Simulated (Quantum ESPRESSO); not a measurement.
## Ir in Quantum ESPRESSO: the effect of target pressure

Ir:

```
CELL_PARAMETERS angstrom
0.00000 1.91560 1.91560
1.91560 0.00000 1.91560
1.91560 1.91560 0.00000
ATOMIC_POSITIONS crystal
Ir 0.00000 0.00000 0.00000
```

Alike in all runs:

- Program: Quantum ESPRESSO 7.5
- Task: phonons
- Functional: PBE
- Potentials or basis: PseudoDojo 0.4.1 SR PBE standard
- Cutoff: 925 eV
- Density cutoff: 3701 eV
- k mesh: 12 × 12 × 12
- Occupations: cold, width 0.2 eV
- Spin: no spin polarisation

Each run relaxes the cell or the atoms first.

| target pressure | relaxed volume (Å³/atom) | highest phonon frequency (cm⁻¹) |
| --- | --- | --- |
| 5 GPa | ? | ? |
| 10 GPa | 14.07 | 191 |
| 20 GPa | 13.74 | 209 |
| 40 GPa | 13.20 | 236 |

**Question.** What does the run with target pressure 5 GPa give?

**Answer.** Relaxed volume 14.25 Å³/atom; highest phonon frequency 183 cm⁻¹.

Worked out: A straight line through the other rows of the relaxed volume, of slope -0.0287 Å³/atom per GPa, extrapolates to 14.20 Å³/atom, against the run's 14.25. A straight line through the other rows of the highest phonon frequency, of slope 1.48 cm⁻¹ per GPa, extrapolates to 185 cm⁻¹, against the run's 183.

Caveats: the cell is more than 3 GPa from zero pressure, which shifts response properties; the q point doesn't lie on the k mesh, which can shift a metal's frequencies strongly unless the mesh is converged.
